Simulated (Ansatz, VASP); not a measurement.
# KBr in VASP and in Ansatz

```
K Br
1.0
     0.00000    3.45860    3.45860
     3.45860    0.00000    3.45860
     3.45860    3.45860    0.00000
K Br
1 1
Direct
  0.00000 0.00000 0.00000
  0.50000 0.50000 0.50000
```

Alike in both runs: task single point; functional PBE; k mesh 6 × 6 × 6; occupations gaussian, width 0.02 eV; no spin polarisation.

```csv
,VASP,Ansatz
version,VASP 6.6.1,Ansatz 0.2.0
potentials or method,"VASP PAW PBE potentials, release 64 (K_sv, Br)","scalar-relativistic, plane waves, PAW"
plane-wave cutoff (eV),520,420
valence electrons in the cell,16,16
```

|  | VASP | Ansatz | Ansatz less VASP |
| --- | --- | --- | --- |
| gap on the k mesh at the Fermi level (eV) | 4.09 | 4.09 | +0.001 |
| least direct gap on the mesh (eV) | 4.09 | 4.09 | +0.001 |
| pressure (GPa) | -1.0 | -1.0 | -0.01 |

With one functional, cell and mesh, what is left measures potentials, basis and numerics.
